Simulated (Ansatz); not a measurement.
Steps from a short run of molecular dynamics on a 2×2×2 supercell (16 atoms) of SrO (Fm-3m), relaxed with r2SCAN; forces from r2SCAN in the PAW code Ansatz, 2×2×2 mesh, Fermi-Dirac smearing of 0.086 eV, Langevin thermostat and barostat (NPT), set at 1000 K. Spin polarisation is off, nuclei are classical, and the run is far too short for thermal averages.

Q: At 18 fs the positions in Å are
```
cell (Å): 0.000 5.164 5.164; 5.164 0.000 5.164; 5.164 5.164 0.000
Sr   2.628   2.672   2.608
O   -0.058   0.000   0.136
Sr   5.185   5.208   2.525
O    2.651   2.498   0.263
Sr   5.155   2.573   5.111
O    2.466  -0.052   2.449
Sr   7.751   5.159   5.201
O    5.294   2.521   2.497
Sr   2.635   5.160   5.224
O    0.046   2.538   2.478
Sr   5.171   7.663   5.185
O    2.468   5.057   2.728
Sr   5.165   5.207   7.788
O    2.467   2.518   5.166
Sr   7.678   7.740   7.715
O    5.079   5.132   5.053
```
What are the forces, and how far does the free energy (smearing included) lie above that of step 0, with the atoms on their sites?

A: 52.8 meV an atom; forces in eV/Å:
```
cell (Å), as above: 0.000 5.164 5.164; 5.164 0.000 5.164; 5.164 5.164 0.000
Sr  -0.525  -0.719   0.224
O   -0.307   0.052  -1.142
Sr  -0.032   0.023   0.366
O   -0.346   0.543  -1.417
Sr   0.255   0.072   0.671
O    0.733  -0.179   1.237
Sr  -0.227  -0.260  -0.147
O   -0.561  -0.050   0.570
Sr  -0.530   0.000  -0.254
O   -0.427   0.408   0.269
Sr  -0.173   0.439  -0.483
O    0.150   0.818  -0.764
Sr  -0.174  -0.809  -0.077
O    0.733  -0.227   0.278
Sr   0.819   0.040   0.093
O    0.612  -0.151   0.574
```

Q: At 24 fs the positions in Å are
```
cell (Å): 0.000 5.165 5.165; 5.165 0.000 5.165; 5.165 5.165 0.000
Sr   2.632   2.697   2.622
O   -0.073   0.007   0.151
Sr   5.192   5.210   2.510
O    2.645   2.481   0.336
Sr   5.153   2.567   5.103
O    2.483  -0.083   2.456
Sr   7.762   5.164   5.212
O    5.304   2.495   2.498
Sr   2.646   5.151   5.246
O    0.029   2.536   2.472
Sr   5.183   7.656   5.185
O    2.455   5.025   2.748
Sr   5.169   5.215   7.810
O    2.457   2.495   5.165
Sr   7.658   7.734   7.711
O    5.041   5.137   5.028
```
What are the forces, and how far does the free energy (smearing included) lie above that of step 0, with the atoms on their sites?

A: 71.8 meV an atom; forces in eV/Å:
```
cell (Å), as above: 0.000 5.165 5.165; 5.165 0.000 5.165; 5.165 5.165 0.000
Sr  -0.536  -1.020   0.362
O   -0.287   0.003  -1.288
Sr   0.006   0.092   0.588
O   -0.309   0.564  -1.858
Sr   0.304   0.171   0.842
O    0.603  -0.194   1.331
Sr  -0.326  -0.386  -0.203
O   -0.638   0.075   0.567
Sr  -0.600   0.113  -0.317
O   -0.412   0.380   0.306
Sr  -0.411   0.397  -0.527
O    0.161   1.146  -0.799
Sr  -0.297  -0.993  -0.154
O    0.759  -0.197   0.392
Sr   1.123   0.050   0.138
O    0.859  -0.201   0.620
```

Q: At 36 fs the positions in Å are
```
cell (Å): 0.000 5.168 5.168; 5.168 0.000 5.168; 5.168 5.168 0.000
Sr   2.632   2.749   2.654
O   -0.129   0.069   0.108
Sr   5.184   5.196   2.492
O    2.549   2.413   0.390
Sr   5.161   2.557   5.113
O    2.558  -0.171   2.501
Sr   7.776   5.166   5.218
O    5.253   2.468   2.508
Sr   2.656   5.131   5.269
O    0.016   2.570   2.447
Sr   5.205   7.653   5.190
O    2.481   5.065   2.755
Sr   5.174   5.226   7.834
O    2.500   2.405   5.158
Sr   7.625   7.730   7.710
O    4.988   5.135   5.011
```
What are the forces, and how far does the free energy (smearing included) lie above that of step 0, with the atoms on their sites?

A: 81.8 meV an atom; forces in eV/Å:
```
cell (Å), as above: 0.000 5.168 5.168; 5.168 0.000 5.168; 5.168 5.168 0.000
Sr  -0.523  -1.333   0.159
O    0.065  -0.534  -0.889
Sr   0.171   0.404   0.678
O    0.149   0.659  -1.927
Sr   0.300   0.270   0.900
O    0.057   0.037   1.079
Sr  -0.470  -0.600  -0.354
O   -0.403   0.446   0.249
Sr  -0.665   0.325  -0.193
O   -0.324   0.117   0.658
Sr  -0.732   0.177  -0.619
O    0.143   1.016  -0.735
Sr  -0.503  -1.157  -0.219
O    0.189   0.297   0.464
Sr   1.408  -0.143   0.282
O    1.137   0.019   0.467
```

Q: At 42 fs the positions in Å are
```
cell (Å): 0.000 5.170 5.170; 5.170 0.000 5.170; 5.170 5.170 0.000
Sr   2.624   2.777   2.664
O   -0.142   0.077   0.074
Sr   5.181   5.193   2.489
O    2.496   2.386   0.354
Sr   5.168   2.553   5.127
O    2.615  -0.227   2.544
Sr   7.784   5.165   5.202
O    5.188   2.450   2.502
Sr   2.655   5.122   5.271
O    0.006   2.576   2.452
Sr   5.212   7.649   5.192
O    2.488   5.149   2.724
Sr   5.179   5.228   7.835
O    2.540   2.349   5.182
Sr   7.613   7.735   7.713
O    5.000   5.126   5.017
```
What are the forces, and how far does the free energy (smearing included) lie above that of step 0, with the atoms on their sites?

A: 76.1 meV an atom; forces in eV/Å:
```
cell (Å), as above: 0.000 5.170 5.170; 5.170 0.000 5.170; 5.170 5.170 0.000
Sr  -0.510  -1.241  -0.162
O    0.320  -0.734  -0.546
Sr   0.170   0.509   0.605
O    0.375   0.653  -1.394
Sr   0.232   0.246   0.803
O   -0.285   0.413   0.686
Sr  -0.484  -0.749  -0.353
O   -0.166   0.714   0.165
Sr  -0.547   0.429  -0.076
O   -0.140  -0.005   0.752
Sr  -0.786   0.086  -0.644
O    0.263   0.322  -0.506
Sr  -0.595  -1.159  -0.221
O   -0.158   0.784   0.180
Sr   1.350  -0.377   0.383
O    0.960   0.109   0.328
```

Q: At 60 fs the positions in Å are
```
cell (Å): 0.000 5.184 5.184; 5.184 0.000 5.184; 5.184 5.184 0.000
Sr   2.575   2.820   2.691
O   -0.090  -0.063  -0.010
Sr   5.178   5.199   2.472
O    2.434   2.423   0.171
Sr   5.207   2.559   5.191
O    2.672  -0.357   2.641
Sr   7.762   5.142   5.167
O    5.057   2.463   2.571
Sr   2.660   5.117   5.314
O   -0.074   2.611   2.631
Sr   5.225   7.619   5.212
O    2.543   5.310   2.593
Sr   5.190   5.226   7.847
O    2.710   2.341   5.243
Sr   7.633   7.776   7.737
O    5.113   5.069   5.032
```
What are the forces, and how far does the free energy (smearing included) lie above that of step 0, with the atoms on their sites?

A: 73.5 meV an atom; forces in eV/Å:
```
cell (Å), as above: 0.000 5.184 5.184; 5.184 0.000 5.184; 5.184 5.184 0.000
Sr  -0.104  -0.852  -0.437
O    0.538  -0.375   0.136
Sr  -0.158   0.323   0.564
O    0.747   0.174   0.024
Sr  -0.247  -0.078   0.279
O   -0.534   1.905  -0.247
Sr   0.127  -0.539  -0.197
O    0.128   0.679  -0.168
Sr  -0.209   0.510  -0.325
O    0.604  -0.339   0.144
Sr  -0.755   0.387  -0.531
O    0.159  -1.085   0.136
Sr  -0.497  -0.837   0.112
O   -0.959   1.007  -0.406
Sr   0.942  -1.264   0.593
O    0.217   0.382   0.323
```

Q: At 78 fs the positions in Å are
```
cell (Å): 0.000 5.197 5.197; 5.197 0.000 5.197; 5.197 5.197 0.000
Sr   2.559   2.812   2.701
O    0.017  -0.310  -0.075
Sr   5.202   5.191   2.456
O    2.481   2.534   0.033
Sr   5.275   2.553   5.294
O    2.578  -0.295   2.666
Sr   7.768   5.080   5.133
O    5.046   2.591   2.655
Sr   2.639   5.105   5.370
O   -0.054   2.436   2.728
Sr   5.212   7.612   5.207
O    2.635   5.309   2.529
Sr   5.160   5.212   7.860
O    2.774   2.578   5.209
Sr   7.711   7.755   7.732
O    5.228   5.098   5.075
```
What are the forces, and how far does the free energy (smearing included) lie above that of step 0, with the atoms on their sites?

A: 65.5 meV an atom; forces in eV/Å:
```
cell (Å), as above: 0.000 5.197 5.197; 5.197 0.000 5.197; 5.197 5.197 0.000
Sr   0.353  -0.543  -0.084
O    0.241   0.755   0.131
Sr  -0.299  -0.408   0.844
O    0.561  -0.212   0.400
Sr  -0.640   0.173  -0.598
O    0.222   1.261  -0.489
Sr   0.247   0.152   0.032
O    0.296  -0.512  -0.264
Sr   0.078   0.363  -0.843
O    0.456   0.611  -0.582
Sr  -0.478   0.375  -0.194
O   -0.506  -0.927   0.092
Sr  -0.033  -0.221   0.219
O   -0.767  -0.114  -0.074
Sr   0.396  -0.725   0.667
O   -0.127  -0.028   0.742
```
